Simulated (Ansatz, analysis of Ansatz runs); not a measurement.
**Reproducing a measured charge-transition level: Mn on the Ga site in GaP**

How near does this set-up come to the measured charge-transition level? Subject: Mn on the Ga site in GaP. Set-up: r2SCAN, 64-site cell, r2SCAN lattice, 500 eV, k: the single point 1/4 1/4 1/4 then 2x2x2 shifted 0.5 0.5 0.5. The model is a cell of 64 host atoms with 1 Ga taken out and 1 Mn put in. The level is the Fermi energy at which two charge states have equal formation energy, after a correction for the images of the charge. A meta-GGA costs about twice a GGA and mends lattice constants and part of the gap.

**The experiment.** (0/-1) level above the valence-band top: 0.4 eV, by temperature-dependent Hall effect (quoted in “Electronic structure of transition-atom impurities in GaP”, 1985, V. A. Singh and Alex Zunger, quoting earlier work (1976)). The calculation is set beside it at the end.

Program: Ansatz 0.2.0. Level of theory: plane-wave PAW DFT, r2SCAN; relaxation of all atoms of a defect supercell. Results are calculated unless marked as measured.

Most raw output is cut from this account.

## 1. The structure

The cell holds 64 atoms: 31 Ga, 32 P and 1 Mn. Cell: a = 10.901 Å, b = 10.901 Å, c = 10.901 Å, α = 90.0°, β = 90.0°, γ = 90.0°. It derives from GaP (space group F-43m). Nearest the centre at fractional (0.500, 0.500, 0.500): Mn57 at 0.00 Å, P16 at 2.36 Å, P38 at 2.36 Å, P23 at 2.36 Å, P61 at 2.36 Å, Ga34 at 3.85 Å, Ga19 at 3.85 Å, Ga12 at 3.85 Å.

The host's primitive cell comes from a first run (plane-wave PAW DFT, r2SCAN; relaxation of the host's cell and atoms): vectors of 3.854, 3.854 and 3.854 Å. That is 20.24 Å³ an atom. The supercell is built on it.

## 2. Relaxation, charge 0

Every later number rests on the structure around the defect, so the atoms are relaxed at the host's lattice first.

relax0/input.yaml

```yaml
relax:
  f_tol: 0.02
  max_steps: 80
  random_displacement: { amplitude: 0.05, seed: 735 }
crystal:
  lattice:
    - [10.901, 0.0, 0.0]
    - [0.0, 0.0, -10.901]
    - [0.0, 10.901, 0.0]
  atoms:
    - { symbol: Ga, position: [0.0, 0.0, 0.0] }
    - { symbol: Ga, position: [0.0, 0.25, 0.25] }
    - { symbol: Ga, position: [0.25, 0.0, 0.25] }
    - { symbol: Ga, position: [0.25, 0.25, 0.0] }
    - { symbol: P, position: [0.125, 0.125, 0.125] }
    - { symbol: P, position: [0.125, 0.375, 0.375] }
    - { symbol: P, position: [0.375, 0.125, 0.375] }
    - { symbol: P, position: [0.375, 0.375, 0.125] }
    - { symbol: Ga, position: [0.0, 0.0, 0.5] }
    - { symbol: Ga, position: [0.0, 0.25, 0.75] }
    - { symbol: Ga, position: [0.25, 0.0, 0.75] }
    - { symbol: Ga, position: [0.25, 0.25, 0.5] }
    - { symbol: P, position: [0.125, 0.125, 0.625] }
    - { symbol: P, position: [0.125, 0.375, 0.875] }
    - { symbol: P, position: [0.375, 0.125, 0.875] }
    - { symbol: P, position: [0.375, 0.375, 0.625] }
    - { symbol: Ga, position: [0.0, 0.5, 0.0] }
    - { symbol: Ga, position: [0.0, 0.75, 0.25] }
    - { symbol: Ga, position: [0.25, 0.5, 0.25] }
    - { symbol: Ga, position: [0.25, 0.75, 0.0] }
    - { symbol: P, position: [0.125, 0.625, 0.125] }
    - { symbol: P, position: [0.125, 0.875, 0.375] }
    - { symbol: P, position: [0.375, 0.625, 0.375] }
    - { symbol: P, position: [0.375, 0.875, 0.125] }
    - { symbol: Ga, position: [0.0, 0.5, 0.5] }
    - { symbol: Ga, position: [0.0, 0.75, 0.75] }
    - { symbol: Ga, position: [0.25, 0.5, 0.75] }
    - { symbol: Ga, position: [0.25, 0.75, 0.5] }
    - { symbol: P, position: [0.125, 0.625, 0.625] }
    - { symbol: P, position: [0.125, 0.875, 0.875] }
    - { symbol: P, position: [0.375, 0.625, 0.875] }
    - { symbol: P, position: [0.375, 0.875, 0.625] }
    - { symbol: Ga, position: [0.5, 0.0, 0.0] }
    - { symbol: Ga, position: [0.5, 0.25, 0.25] }
    - { symbol: Ga, position: [0.75, 0.0, 0.25] }
    - { symbol: Ga, position: [0.75, 0.25, 0.0] }
    - { symbol: P, position: [0.625, 0.125, 0.125] }
    - { symbol: P, position: [0.625, 0.375, 0.375] }
    - { symbol: P, position: [0.875, 0.125, 0.375] }
    - { symbol: P, position: [0.875, 0.375, 0.125] }
    - { symbol: Ga, position: [0.5, 0.0, 0.5] }
    - { symbol: Ga, position: [0.5, 0.25, 0.75] }
    - { symbol: Ga, position: [0.75, 0.0, 0.75] }
    - { symbol: Ga, position: [0.75, 0.25, 0.5] }
    - { symbol: P, position: [0.625, 0.125, 0.625] }
    - { symbol: P, position: [0.625, 0.375, 0.875] }
    - { symbol: P, position: [0.875, 0.125, 0.875] }
    - { symbol: P, position: [0.875, 0.375, 0.625] }
    - { symbol: Ga, position: [0.5, 0.5, 0.0] }
    - { symbol: Ga, position: [0.5, 0.75, 0.25] }
    - { symbol: Ga, position: [0.75, 0.5, 0.25] }
    - { symbol: Ga, position: [0.75, 0.75, 0.0] }
    - { symbol: P, position: [0.625, 0.625, 0.125] }
    - { symbol: P, position: [0.625, 0.875, 0.375] }
    - { symbol: P, position: [0.875, 0.625, 0.375] }
    - { symbol: P, position: [0.875, 0.875, 0.125] }
    - { symbol: Mn, position: [0.5, 0.5, 0.5], spin: 4.0 }
    - { symbol: Ga, position: [0.5, 0.75, 0.75] }
    - { symbol: Ga, position: [0.75, 0.5, 0.75] }
    - { symbol: Ga, position: [0.75, 0.75, 0.5] }
    - { symbol: P, position: [0.625, 0.625, 0.625] }
    - { symbol: P, position: [0.625, 0.875, 0.875] }
    - { symbol: P, position: [0.875, 0.625, 0.875] }
    - { symbol: P, position: [0.875, 0.875, 0.625] }
  host:
    repeats: [2, 2, 2]
    atoms:
      - { symbol: Ga, position: [0.0, 0.0, 0.0] }
      - { symbol: Ga, position: [0.0, 0.5, 0.5] }
      # ... 6 more atoms of the perfect host
basis:
  ecutwfc: 500
  xc_grid: 2
hamiltonian:
  xc: r2scan
kpoints:
  mp_grid: { grid: [1, 1, 1], shift: [0.25, 0.25, 0.25] }
magnetization:
  spin_polarized: true
  initial_magnetization: 4
  spin_locking: { lock_magnetization: hard }
scf:
  occupations: { method: fermi_dirac, width: 0.01 }
  max_iter: 120
output:
  forces: true
  charged_corrections:
    epsilon: 10.68
    static_epsilon: 12.72
    defect_position: [0.5, 0.5, 0.5]
checkpoint:
  write: "../relax0.run"
  compress: false
  write_wavefunctions: true
  write_every: 100000
```

The run is started by

```
> ansatz run input.yaml --threads 4 --pin off --max-ram 7536MiB --backend cpu --events-out ev --progress --plain --runs-dir out
```

It took 22 min on 4 threads of Arm Neoverse V1, shared host; peak memory 6.3 GiB.

Step by step:

```
step  energy less that of the first step (eV)  largest force component (eV/Å)
   1                                   0.0000                          0.9261
   2                                  -0.8216                          0.3644
   3                                  -0.8589                          0.3495
   4                                  -0.9374                          0.0512
   5                                  -0.9405                          0.0185
   6                                  -0.9407                          0.0087
   7                                  -0.9408                          0.0065
   8                                  -0.9409                          0.0074
```

The atoms that moved most (Å, from the sites as typed, ahead of the random displacement, the mean shift of all atoms taken out):

```
atom      dx      dy      dz  length
 P16   0.021   0.007   0.051   0.056
 P23   0.011  -0.043  -0.014   0.046
Mn57  -0.032  -0.010   0.005   0.034
Ga50  -0.009  -0.016  -0.027   0.033
Ga51  -0.019   0.016  -0.020   0.032
 P38  -0.017  -0.006   0.026   0.031
Ga42   0.000   0.025   0.018   0.030
Ga27   0.023  -0.010  -0.002   0.026
```

Neighbours of Mn57 at the end:

```
atom  distance (Å)
 P23         2.366
 P16         2.367
 P38         2.378
 P61         2.380
Ga27         3.815
Ga28         3.825
Ga19         3.827
Ga12         3.833
Ga51         3.845
Ga34         3.859
Ga44         3.863
Ga58         3.866
Ga60         3.874
Ga59         3.876
Ga50         3.881
Ga42         3.887
```

Read from the output:

| Property | Result |
| --- | --- |
| free energy | -145728.1280 eV |
| total moment | 4.000 μB |
| integral of the absolute spin density | 5.213 μB |
| spin contamination | 0.4903 |

The relaxation ends 15 meV an atom lower than the displaced start, with a largest force component of 0.0074 eV/Å.

## 3. Relaxation, charge −1

The input displaces the atoms at random before the relaxation, so that it can leave a symmetric saddle if there is one.

relax1/input.yaml

```yaml
relax:
  f_tol: 0.02
  max_steps: 80
  random_displacement: { amplitude: 0.05, seed: 735 }
crystal:
  lattice:
    - [10.901, 0.0, 0.0]
    - [0.0, 0.0, -10.901]
    - [0.0, 10.901, 0.0]
  atoms:
    - { symbol: Ga, position: [0.0, 0.0, 0.0] }
    - { symbol: Ga, position: [0.0, 0.25, 0.25] }
[... 9 atom lines left out ...]
    - { symbol: Ga, position: [0.25, 0.25, 0.5] }
[... 3 atom lines left out ...]
    - { symbol: P, position: [0.375, 0.375, 0.625] }
[... 2 atom lines left out ...]
    - { symbol: Ga, position: [0.25, 0.5, 0.25] }
[... 3 atom lines left out ...]
    - { symbol: P, position: [0.375, 0.625, 0.375] }
[... 10 atom lines left out ...]
    - { symbol: Ga, position: [0.5, 0.25, 0.25] }
[... 3 atom lines left out ...]
    - { symbol: P, position: [0.625, 0.375, 0.375] }
[... 3 atom lines left out ...]
    - { symbol: Ga, position: [0.5, 0.25, 0.75] }
[... 1 atom line left out ...]
    - { symbol: Ga, position: [0.75, 0.25, 0.5] }
[... 5 atom lines left out ...]
    - { symbol: Ga, position: [0.5, 0.75, 0.25] }
    - { symbol: Ga, position: [0.75, 0.5, 0.25] }
[... 5 atom lines left out ...]
    - { symbol: Mn, position: [0.5, 0.5, 0.5], spin: 5.0 }
[... 3 atom lines left out ...]
    - { symbol: P, position: [0.625, 0.625, 0.625] }
[... 2 atom lines left out ...]
    - { symbol: P, position: [0.875, 0.875, 0.625] }
  host:
    repeats: [2, 2, 2]
    atoms:
      - { symbol: Ga, position: [0.0, 0.0, 0.0] }
      - { symbol: Ga, position: [0.0, 0.5, 0.5] }
      # ... 6 more atoms of the perfect host
total_charge: -1
basis:
  ecutwfc: 500
  xc_grid: 2
hamiltonian:
  xc: r2scan
kpoints:
  mp_grid: { grid: [1, 1, 1], shift: [0.25, 0.25, 0.25] }
magnetization:
  spin_polarized: true
  initial_magnetization: 5
  spin_locking: { lock_magnetization: hard }
scf:
  occupations: { method: fermi_dirac, width: 0.01 }
  max_iter: 120
output:
  forces: true
  charged_corrections:
    epsilon: 10.68
    static_epsilon: 12.72
    defect_position: [0.5, 0.5, 0.5]
checkpoint:
  write: "../relax1.run"
  compress: false
  write_wavefunctions: true
  write_every: 100000
```

It took 14 min on 4 threads; peak memory 6.4 GiB; 56 min of CPU time.

Relaxation path:

```
step  energy less that of the first step (eV)  largest force component (eV/Å)
   1                                   0.0000                          0.9502
   2                                  -0.8823                          0.3484
   3                                  -1.0046                          0.0431
   4                                  -1.0050                          0.0321
   5                                  -1.0059                          0.0040
```

The atoms that moved most (Å, from the sites as typed, ahead of the random displacement, the mean shift of all atoms taken out):

```
atom      dx      dy      dz  length
 P38   0.027  -0.021   0.020   0.040
 P23  -0.020  -0.020  -0.027   0.039
 P16  -0.020   0.027   0.020   0.039
Ga19   0.004   0.004  -0.028   0.028
Ga12   0.004   0.028  -0.004   0.028
Ga34   0.027   0.004  -0.004   0.028
Ga59  -0.006  -0.006  -0.024   0.026
Ga60  -0.006   0.024   0.006   0.025
```

Neighbours of Mn57 at the end:

```
atom  distance (Å)
 P38         2.393
 P16         2.393
 P23         2.393
 P61         2.396
Ga34         3.833
Ga19         3.833
Ga12         3.833
Ga44         3.854
Ga51         3.854
Ga50         3.854
Ga42         3.854
Ga28         3.855
Ga27         3.855
Ga59         3.861
Ga60         3.861
Ga58         3.861
```

This step gave:

```
free energy                           : -145721.0114 eV
total moment                          : 5 μB
integral of the absolute spin density : 5.192 μB
spin contamination                    : 0.03614
```

The relaxation ends 16 meV an atom lower than the displaced start, with a largest force component of 0.0040 eV/Å.

## 4. Single point, charge 0

The relaxed structure is kept, and the final numbers are taken at the final level and k-points.

This step: plane-wave PAW DFT, r2SCAN; single point of a defect supercell.

point0/input.yaml

```yaml
crystal:
  lattice:
    - [10.901, 0.0, 0.0]
    - [0.0, 0.0, -10.901]
    - [0.0, 10.901, 0.0]
  atoms:
    - { symbol: Ga, position: [-0.000515317, 5.6824e-05, 0.000400116] }
    - { symbol: Ga, position: [-0.000225096, 0.251109522, 0.251392134] }
[... 13 atom lines left out ...]
    - { symbol: P, position: [0.376381248, 0.37012618, 0.625848981] }
[... 6 atom lines left out ...]
    - { symbol: P, position: [0.37547128, 0.626133233, 0.37130716] }
[... 3 atom lines left out ...]
    - { symbol: Ga, position: [0.251554604, 0.499992978, 0.749259323] }
    - { symbol: Ga, position: [0.250875752, 0.749917977, 0.499606375] }
[... 9 atom lines left out ...]
    - { symbol: P, position: [0.622908425, 0.372481653, 0.37467567] }
[... 5 atom lines left out ...]
    - { symbol: Ga, position: [0.748527141, 0.250181936, 0.502024347] }
[... 6 atom lines left out ...]
    - { symbol: Ga, position: [0.747658691, 0.501671837, 0.251697092] }
[... 5 atom lines left out ...]
    - { symbol: Mn, position: [0.496504873, 0.499334776, 0.499280507], spin: 4.0 }
    - { symbol: Ga, position: [0.501481848, 0.749976565, 0.75015439] }
    - { symbol: Ga, position: [0.748576238, 0.501945709, 0.750072306] }
    - { symbol: Ga, position: [0.748519935, 0.74991299, 0.502265269] }
    - { symbol: P, position: [0.624101109, 0.624305206, 0.624836952] }
[... 2 atom lines left out ...]
    - { symbol: P, position: [0.875038786, 0.874653123, 0.625216127] }
  host:
    repeats: [2, 2, 2]
    atoms:
      - { symbol: Ga, position: [0.0, 0.0, 0.0] }
      - { symbol: Ga, position: [0.0, 0.5, 0.5] }
      # ... 6 more atoms of the perfect host
basis:
  ecutwfc: 500
  xc_grid: 2
hamiltonian:
  xc: r2scan
kpoints:
  mp_grid: { grid: [2, 2, 2], shift: [0.5, 0.5, 0.5] }
magnetization:
  spin_polarized: true
  initial_magnetization: 4
  spin_locking: { lock_magnetization: hard }
scf:
  occupations: { method: fermi_dirac, width: 0.01 }
  max_iter: 120
output:
  forces: true
  charged_corrections:
    epsilon: 10.68
    static_epsilon: 12.72
    defect_position: [0.5, 0.5, 0.5]
  eigenvalues: true
checkpoint:
  read: "../relax0.run"
  write: "../point0.run"
  compress: false
  write_wavefunctions: true
  write_every: 100000
```

Elapsed: 11 min, on 4 threads; peak memory 5.7 GiB; 42 min of CPU time.

Numbers from this step:

- free energy: -145728.0851 eV
- smearing term TS: 0.004353 eV
- total moment: 4 μB
- integral of the absolute spin density: 5.039 μB
- spin contamination: 0.5182

## 5. Single point, charge −1

This step: plane-wave PAW DFT, r2SCAN; single point of a defect supercell.

point1/input.yaml

```yaml
crystal:
  lattice:
    - [10.901, 0.0, 0.0]
    - [0.0, 0.0, -10.901]
    - [0.0, 10.901, 0.0]
  atoms:
    - { symbol: Ga, position: [-0.000475843, -6.3062e-05, 0.000327762] }
    - { symbol: Ga, position: [7.3268e-05, 0.250422761, 0.250802592] }
[... 13 atom lines left out ...]
    - { symbol: P, position: [0.372588612, 0.372990879, 0.627687875] }
[... 2 atom lines left out ...]
    - { symbol: Ga, position: [0.249803785, 0.502365954, 0.250602645] }
[... 3 atom lines left out ...]
    - { symbol: P, position: [0.372590463, 0.627307214, 0.373376914] }
[... 10 atom lines left out ...]
    - { symbol: Ga, position: [0.501946529, 0.250187177, 0.250584079] }
[... 3 atom lines left out ...]
    - { symbol: P, position: [0.626916717, 0.372962888, 0.37334144] }
[... 5 atom lines left out ...]
    - { symbol: Ga, position: [0.749536701, 0.249953262, 0.498370187] }
[... 6 atom lines left out ...]
    - { symbol: Ga, position: [0.749553157, 0.497985219, 0.250334831] }
[... 5 atom lines left out ...]
    - { symbol: Mn, position: [0.498459825, 0.498802113, 0.499192014], spin: 5.0 }
    - { symbol: Ga, position: [0.501594434, 0.749218402, 0.749627664] }
    - { symbol: Ga, position: [0.748834104, 0.502025421, 0.749629624] }
    - { symbol: Ga, position: [0.748836988, 0.749240536, 0.502398388] }
    - { symbol: P, position: [0.625297878, 0.625701048, 0.626083482] }
[... 2 atom lines left out ...]
    - { symbol: P, position: [0.874735192, 0.875129357, 0.625018744] }
  host:
    repeats: [2, 2, 2]
    atoms:
      - { symbol: Ga, position: [0.0, 0.0, 0.0] }
      - { symbol: Ga, position: [0.0, 0.5, 0.5] }
      # ... 6 more atoms of the perfect host
total_charge: -1
basis:
  ecutwfc: 500
  xc_grid: 2
hamiltonian:
  xc: r2scan
kpoints:
  mp_grid: { grid: [2, 2, 2], shift: [0.5, 0.5, 0.5] }
magnetization:
  spin_polarized: true
  initial_magnetization: 5
  spin_locking: { lock_magnetization: hard }
scf:
  occupations: { method: fermi_dirac, width: 0.01 }
  max_iter: 120
output:
  forces: true
  charged_corrections:
    epsilon: 10.68
    static_epsilon: 12.72
    defect_position: [0.5, 0.5, 0.5]
  eigenvalues: true
checkpoint:
  read: "../relax1.run"
  write: "../point1.run"
  compress: false
  write_wavefunctions: true
  write_every: 100000
```

Wall time 9.2 min (4 threads); peak memory 5.7 GiB.

Numbers from this step:

- free energy: -145720.9995 eV
- total moment: 5 μB
- integral of the absolute spin density: 5.161 μB
- spin contamination: 0.03564

## 6. Charge-transition levels

A charged cell feels its images and has its own zero of potential; this step corrects both and places the level between the host's band edges.

This step: place-levels on r2SCAN runs: charge-transition levels with image-charge correction and potential alignment at the atomic sites.

levels.yaml

```yaml
host:
  run: host.point.run
states: [point0.run, point1.run]
geometry_from:
  point0.run: relax0.run
  point1.run: relax1.run
  host.point.run: host.relax.run
```

The run is started by

```
> ansatz place-levels levels.yaml -- --threads 4 --pin off --max-ram 7536MiB
```

It took 0.18 s on 4 threads.

Numbers from this step:

```yaml
gap: 1.844 eV
```

## 7. What came out

```json
{
 "static dielectric constant used": "12.7",
 "band gap of the host": "1.84 eV",
 "(0/-1) level above the valence-band top": "0.31 eV",
 "time of the whole chain": "57 min on 4 threads"
}
```

What this shows: (0/-1) level above the valence-band top: computed 0.31 eV, measured 0.4 eV; 0.09 eV below the measurement. The level is counted in a gap of 1.84 eV, and the correction is screened by a dielectric constant of 12.7 from a linear-response run on the host (PBEsol). Levels hang on the band edges, which semilocal functionals place too close together. The total moment is locked at the high-spin value, which doesn't force the spin onto the d shell; spin-orbit coupling, which lowers the gap of these hosts' heavier members, is left out. Limits: the total moment of each charge state is locked at an assumed value.

[Logs are printed without paths, hosts, clocks, repeated set-up lines and the standing remarks that a program may print on its own settings, such as how far it seeks lower states.]

[Hosts, paths, dates, database ids (printed as entryN), source tags and the programs' standing remarks are cut or masked in the printed files.]

[For some hosts the program warned that the k-mesh of the response run may be too coarse for force constants and the static dielectric constant; such warnings are not shown here.]
